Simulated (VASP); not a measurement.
**VASP 6.6.1 run: Ge**

INCAR

```
ISMEAR = -1
LWAVE = .FALSE.
NSW = 0
NELM = 120
SIGMA = 0.02
IBRION = -1
ISIF = 2
LASPH = .TRUE.
GGA = PE
PREC = Medium
LCHARG = .FALSE.
NBANDS = 21
EDIFF = 1E-7
ENCUT = 520
LREAL = .FALSE.
```

KPOINTS

```
KPOINTS created by Atomic Simulation Environment
0
Gamma
8 8 8
0 0 0
```

POSCAR

```
Ge
 1.0000000000000000
     0.0094562450000000    2.8463297571999999    2.8463297571999999
     2.8463297571999999    0.0094562450000000    2.8463297571999999
     2.8463297571999999    2.8463297571999999    0.0094562450000000
 Ge
   2
Cartesian
  0.0011564316346583  0.0011564316346583  0.0011564316346583
  1.4243725082153420  1.4243725082153420  1.4243725082153420
```

The recommended PBE PAW datasets give the neutral cell 28 valence electrons.

Command

```
mpirun -np 1 vasp_std
```

Predict the outcome of this run.

It converged. Results: gap between bands v and c on the k mesh 0.00 eV; least direct gap on the k mesh 0.00 eV; pressure 2.6 GPa. Band v is the last that the valence electrons fill when counted band by band, and c is the next.

OSZICAR

```
N       E                     dE             d eps       ncg     rms          rms(c)
DAV:   1     0.188330469428E+03    0.18833E+03   -0.14568E+04  3053   0.361E+03
DAV:   2     0.181466133116E+02   -0.17018E+03   -0.16462E+03  2740   0.621E+02
DAV:   3    -0.819135845954E+01   -0.26338E+02   -0.26181E+02  3120   0.142E+02
DAV:   4    -0.908014739316E+01   -0.88879E+00   -0.88825E+00  3075   0.307E+01
DAV:   5    -0.909510722200E+01   -0.14960E-01   -0.14960E-01  3075   0.437E+00    0.315E+00
DAV:   6    -0.903949664308E+01    0.55611E-01   -0.20891E-02  3133   0.143E+00    0.187E+00
DAV:   7    -0.900997716732E+01    0.29519E-01   -0.46762E-02  3025   0.196E+00    0.148E-01
DAV:   8    -0.901171558703E+01   -0.17384E-02   -0.60288E-03  3080   0.960E-01    0.424E-02
DAV:   9    -0.901185662582E+01   -0.14104E-03   -0.21678E-04  3135   0.209E-01    0.160E-02
DAV:  10    -0.901187983123E+01   -0.23205E-04   -0.44632E-05  3047   0.740E-02    0.600E-03
DAV:  11    -0.901188167498E+01   -0.18438E-05   -0.66679E-06  3393   0.429E-02    0.164E-03
DAV:  12    -0.901188171449E+01   -0.39516E-07   -0.26092E-07  2720   0.921E-03
   1 F= -.90118817E+01 E0= -.90118104E+01  d E =-.142708E-03
```

For comparison, a separate PBE run of the intended cell, on usual settings and not on those above, gives a gap of 0.00 eV on its mesh and a pressure of 2.6 GPa.
